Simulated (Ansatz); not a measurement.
Runs of Ansatz 0.2.0 on PtS2. The structure is trigonal, space group P-3m1 (No. 164). The conventional cell has a = 3.543 Å, b = 3.543 Å, c = 5.039 Å, α = 90.00°, β = 90.00°, γ = 120.00°. Pt (site symmetry -3m) has 6 S at 2.34 Å as nearest neighbours. S (site symmetry 3m) is surrounded by 3 Pt at 2.34 Å. 

```tsv
task	level	potentials or basis	k mesh	cutoff (eV)	smearing	basis error allowed	gap on the mesh (eV)	pressure (GPa)	largest force (eV/Å)
single point	PBEsol	all-electron LAPW, scalar-relativistic	5 × 5 × 3	274	fermi-dirac 0.03 eV	0.002 eV/atom	1.27	6.4	(c)
band structure	PBEsol	all-electron LAPW, scalar-relativistic	9 × 9 × 5	274	fermi-dirac 0.05 eV	0.002 eV/atom	0.96	6.4	0.95
dielectric tensor	PBEsol	all-electron PAW datasets made for the crystal	9 × 9 × 5	360	fixed	-	0.96	-	-
band structure	LDA	all-electron LAPW, scalar-relativistic	9 × 9 × 5	275	fermi-dirac 0.05 eV	0.002 eV/atom	0.91	(b)	0.81
single point	PBEsol	all-electron LAPW, scalar-relativistic	9 × 9 × 5	299	fermi-dirac 0.05 eV	0.001 eV/atom	0.96	6.4	0.95
phonons	PBEsol	all-electron LAPW, scalar-relativistic	9 × 9 × 5	297	fermi-dirac 0.05 eV	0.002 eV/atom	0.96	-	0.95
band structure	PBE	all-electron LAPW, scalar-relativistic	9 × 9 × 5	274	fermi-dirac 0.05 eV	0.002 eV/atom	1.03	(a)	1.26
```

Alike in all rows: no spin polarisation; cell as given.

Problem. Fill in the values left out.

Solution. (a) 11.6; (b) 3.6; (c) 0.98.

Caveats: spin-orbit coupling is left out, which moves the levels of the heavy elements; an odd mesh through Γ misses points on the zone boundary, where band edges often lie (some runs); forces of over 1 eV/Å show positions far from the minimum, so gaps and moduli don't describe the material at rest (some runs).

A k mesh can miss the band edges, and the runs leave out spin-orbit coupling on Pt.

Not every run made on this cell is shown here.
